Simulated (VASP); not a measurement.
# CdSe (F-43m) in VASP: a series of runs, part 2 of 2

VASP 6.6.1.

## 5. Equation of state, r2SCAN, 29.52 Å³/atom (volume scaled by 1.02)

The input, INCAR:

```
SYSTEM = CdSe
PREC = Accurate ; ENCUT = 520
EDIFF = 1E-6 ; ISMEAR = -1
SIGMA = 0.05 ; LREAL = .False.
LASPH = .True. ; NELM = 100
ALGO = Normal ; ISIF = 2
LWAVE = .False. ; LCHARG = .False.
METAGGA = R2SCAN ; LMIXTAU = .True.
```

The input, KPOINTS:

```
Automatic mesh
0
Gamma
  8 8 8
  0 0 0
```

The input, POSCAR:

```
CdSe
1.0
    0.0000000000      3.0906047130      3.0906047130
    3.0906047130      0.0000000000      3.0906047130
    3.0906047130      3.0906047130      0.0000000000
Cd Se
1 1
Direct
    0.0000000000      0.0000000000      0.0000000000
    0.2500000000      0.2500000000      0.2500000000
```

Command:

```
$ cat potpaw_PBE.64/Cd/POTCAR potpaw_PBE.64/Se/POTCAR > POTCAR
$ mpirun -np 1 vasp_std > vasp.out
```

Wall time 2 min (1 thread of Intel Xeon Platinum 8375C at 2.90GHz (Ice Lake), shared host); peak memory 0.22 GiB.

Results (log left out):

```yaml
Free_energy: -35.9128 eV
Pressure: -0.9 GPa
Band_gap_on_the_k_mesh: 0.98 eV, direct
```

Caveat: the PAW data sets were made with another functional, which shifts forces and pressure a little.

## 6. Equation of state, r2SCAN, 30.10 Å³/atom (volume scaled by 1.04)

The input, INCAR:

```
  PREC = Accurate
  ENCUT = 520
  EDIFF = 1E-7
  ISMEAR = -1
  SIGMA = 0.05
  LREAL = F
  LASPH = T
  NELM = 80
  ALGO = Normal
  ISIF = 2
  LWAVE = F
  LCHARG = F
  METAGGA = R2SCAN
  LMIXTAU = T
```

The input, KPOINTS:

```
regular mesh
0
Gamma
  8 8 8
```

The input, POSCAR:

```
CdSe
1.0
    0.0000000000      3.1106741371      3.1106741371
    3.1106741371      0.0000000000      3.1106741371
    3.1106741371      3.1106741371      0.0000000000
Cd Se
1 1
Direct
    0.0000000000      0.0000000000      0.0000000000
    0.2500000000      0.2500000000      0.2500000000
```

Potentials or basis: VASP PAW PBE potentials, release 64 (Cd, Se).

Command:

```
$ cat potpaw_PBE.64/Cd/POTCAR potpaw_PBE.64/Se/POTCAR > POTCAR
$ mpirun -np 1 vasp_std > vasp.out
```

Wall time 1.9 min (1 thread of Intel Xeon Platinum 8375C at 2.90GHz (Ice Lake), shared host); peak memory 0.22 GiB.

The run converged. Its results:

```yaml
Free_energy: -35.9030 eV
Pressure: -1.8 GPa
Band_gap_on_the_k_mesh: 0.93 eV, direct
```

Caveat: the PAW data sets were made with another functional, which shifts forces and pressure a little.

## 7. Equation of state, r2SCAN, 30.68 Å³/atom (volume scaled by 1.06)

The input, INCAR:

```
SYSTEM = CdSe
PREC     = Accurate       ! precision mode
ENCUT    = 520            ! plane-wave cutoff, eV
EDIFF    = 1E-6           ! SCF threshold, eV
ISMEAR   = -1             ! smearing method
SIGMA    = 0.05           ! smearing width, eV
LREAL    = .FALSE.        ! projectors in reciprocal space
LASPH    = .TRUE.         ! aspherical terms in the spheres
NELM     = 60             ! most SCF steps
ALGO     = Normal         ! electronic algorithm
ISIF     = 2              ! what is computed and relaxed
LWAVE    = .FALSE.        ! write WAVECAR
LCHARG   = .FALSE.        ! write CHGCAR
METAGGA  = R2SCAN         ! meta-GGA
LMIXTAU  = .TRUE.
```

The input, KPOINTS:

```
Automatic mesh
0
G
  8 8 8
  0 0 0
```

The input, POSCAR:

```
CdSe
1.0
    0.0000000000      3.1304878824      3.1304878824
    3.1304878824      0.0000000000      3.1304878824
    3.1304878824      3.1304878824      0.0000000000
Cd Se
1 1
Direct
    0.0000000000      0.0000000000      0.0000000000
    0.2500000000      0.2500000000      0.2500000000
```

Command:

```
$ cat potpaw_PBE.64/Cd/POTCAR potpaw_PBE.64/Se/POTCAR > POTCAR
$ mpirun -np 1 vasp_std > vasp.out
```

It took 2.1 min on 1 thread of Intel Xeon Platinum 8375C at 2.90GHz (Ice Lake), shared host; peak memory 0.22 GiB.

Results (log left out):

* Free energy: -35.8872 eV
* Pressure: -2.6 GPa
* Band gap on the k mesh: 0.89 eV, direct

Caveat: the PAW data sets were made with another functional, which shifts forces and pressure a little.

## 8. Phonons, r2SCAN

The input, POSCAR:

```
CdSe
1.0
    0.0000000000      3.0702711986      3.0702711986
    3.0702711986      0.0000000000      3.0702711986
    3.0702711986      3.0702711986      0.0000000000
Cd Se
1 1
Direct
    0.0000000000      0.0000000000      0.0000000000
    0.2500000000      0.2500000000      0.2500000000
```

The input, INCAR.step1:

```
ALGO = Normal
EDIFF = 1E-8
EDIFFG = -0.002
ENCUT = 600
IBRION = 2
ISIF = 3
ISMEAR = 0
LASPH = True
LCHARG = False
LMIXTAU = True
LREAL = False
LWAVE = False
METAGGA = R2SCAN
NELM = 100
NSW = 40
PREC = Accurate
SIGMA = 0.05
```

The input, INCAR.step2:

```
ALGO = Normal
EDIFF = 1E-8
ENCUT = 600
IBRION = 6
ISIF = 2
ISMEAR = 0
LASPH = True
LCHARG = False
LMIXTAU = True
LREAL = False
LWAVE = False
METAGGA = R2SCAN
NELM = 100
NFREE = 2
NSW = 1
POTIM = 0.015
PREC = Accurate
SIGMA = 0.05
```

The input, KPOINTS:

```
k-points
0
Gamma
  6 6 6
```

Potentials or basis: VASP PAW PBE potentials, release 64 (Cd, Se).

Command:

```
$ cat potpaw_PBE.64/Cd/POTCAR potpaw_PBE.64/Se/POTCAR > POTCAR
$ cp INCAR.step1 INCAR
$ mpirun -np 1 vasp_std > vasp.out
$ cp CONTCAR POSCAR
$ cp INCAR.step2 INCAR
$ mpirun -np 1 vasp_std > vasp.out
```

OUTCAR:

```text
EDIFF = 1E-8
   ENCUT = 600
   IBRION = 6
   ISIF = 2
   ISMEAR = 0
   LASPH = True
   LREAL = False
   METAGGA = R2SCAN
   NELM = 100
   NFREE = 2
   NSW = 1
   POTIM = 0.015
   PREC = Accurate

 ion  position               nearest neighbor table
   1  0.000  0.000  0.000-   2 2.66   2 2.66   2 2.66   2 2.66
   2  0.250  0.250  0.250-   1 2.66   1 2.66   1 2.66   1 2.66

  LATTYP: Found a face centered cubic cell.
 ALAT       =     6.1417086992

  Lattice vectors:

[... 757 lines left out ...]
  x    -0.00000     0.00000     0.00000     0.00000     5.91959     0.00000
  y     0.00000     0.00000     0.00000     0.00000     0.00000     5.91959
  z     0.00000     0.00000    -0.00000     5.91959     0.00000     0.00000

 INTERNAL STRAIN TENSOR FOR ION    2 for displacements in x,y,z  (eV/Angst):
          X           Y           Z          XY          YZ          ZX
  --------------------------------------------------------------------------------
  x     0.00000    -0.00000    -0.00000     0.00000    -5.91453     0.00000
  y     0.00000    -0.00000     0.00000     0.00000     0.00000    -5.91453
  z    -0.00000    -0.00000     0.00000    -5.91453     0.00000     0.00000

 Eigenvectors and eigenvalues of the dynamical matrix
 ----------------------------------------------------

   1 f  =    4.897443 THz    30.771545 2PiTHz  163.361129 cm-1    20.254189 meV
             X         Y         Z           dx          dy          dz
      0.000000  0.000000  0.000000    -0.280720    0.577349   -0.000000
      1.535427  1.535427  1.535427     0.335268   -0.689536   -0.000000
[... 21 lines left out ...]
   6 f/i=    0.002322 THz     0.014587 2PiTHz    0.077441 cm-1     0.009601 meV
             X         Y         Z           dx          dy          dz
      0.000000  0.000000  0.000000    -0.343902    0.359358   -0.583488
      1.535427  1.535427  1.535427    -0.287949    0.300890   -0.488554

 ELASTIC MODULI CONTR FROM IONIC RELAXATION (kBar)
 Direction    XX          YY          ZZ          XY          YZ          ZX
 --------------------------------------------------------------------------------
 XX          -0.0000      0.0000      0.0000     -0.0000      0.0000      0.0000
 YY           0.0000     -0.0000      0.0000     -0.0000     -0.0000     -0.0000
 ZZ           0.0000      0.0000     -0.0000      0.0000     -0.0000      0.0000
 XY          -0.0000     -0.0000      0.0000   -212.8190      0.0000      0.0000
 YZ           0.0000     -0.0000     -0.0000      0.0000   -212.8190      0.0000
 ZX           0.0000     -0.0000      0.0000      0.0000      0.0000   -212.8190
 --------------------------------------------------------------------------------
```

OSZICAR.step1:

```text
N       E                     dE             d eps       ncg     rms          rms(c)
DAV:   1     0.884999570009E+02    0.88500E+02   -0.98409E+03   416   0.142E+03
DAV:   2    -0.353696392278E+02   -0.12387E+03   -0.11753E+03   476   0.312E+02
DAV:   3    -0.407760964577E+02   -0.54065E+01   -0.53890E+01   496   0.691E+01
[... 23 lines left out ...]
DAV:   4    -0.359136038062E+02    0.53930E-05   -0.73213E-06   416   0.283E-02    0.367E-03
DAV:   5    -0.359136076350E+02   -0.38288E-05   -0.24691E-06   416   0.197E-02    0.173E-03
DAV:   6    -0.359136059227E+02    0.17123E-05   -0.14305E-06   416   0.143E-02    0.145E-03
DAV:   7    -0.359136075453E+02   -0.16226E-05   -0.61032E-07   416   0.102E-02    0.415E-04
DAV:   8    -0.359136075355E+02    0.97650E-08   -0.51228E-09   273   0.614E-04
   2 F= -.35913608E+02 E0= -.35913608E+02  d E =-.582553E-06
```

Run time: 15 min. Hardware: 1 thread of Intel Xeon Platinum 8375C at 2.90GHz (Ice Lake), shared host; peak memory 0.27 GiB.

Results:

```
Relaxed volume                                          : 28.96 Å³/atom
Relaxed cell                                            : a = 4.343 Å, b = 4.343 Å, c = 4.343 Å, α = 60.00°, β = 60.00°, γ = 60.00°
Space group after relaxing (to 0.05 Å)                  : F-43m (No. 216)
Highest phonon frequency at Γ, LO-TO splitting left out : 163 cm⁻¹
```

Final structure:
```
Cd Se
1.0
     0.00000    3.07085    3.07085
     3.07085    0.00000    3.07085
     3.07085    3.07085    0.00000
Cd Se
1 1
Direct
  0.00000 0.00000 0.00000
  0.25000 0.25000 0.25000
```

Phonon frequencies in cm⁻¹ (negative: imaginary):
```tsv
q point	frequencies
(0.000, 0.000, 0.000)	0 0 0 163 163 163
```

Caveat: the PAW data sets were made with another functional, which shifts forces and pressure a little.

## 9. Equation of state, r2SCAN

Potentials or basis: VASP PAW PBE potentials, release 64 (Cd, Se).

No new run: the results of the series are fitted here.

What came out:

| Quantity | Value |
| --- | --- |
| Equilibrium volume | 28.98 Å³/atom |
| Bulk modulus | 52 GPa |
| Pressure derivative of the bulk modulus | 4.6 |

Energy against volume, from the lowest point:
```tsv
volume (Å³/atom)	energy (meV/atom)
27.206	19.70
27.784	8.60
28.363	2.20
28.942	0.00
29.521	1.56
30.100	6.47
30.679	14.39
```

Caveat: the PAW data sets were made with another functional, which shifts forces and pressure a little.
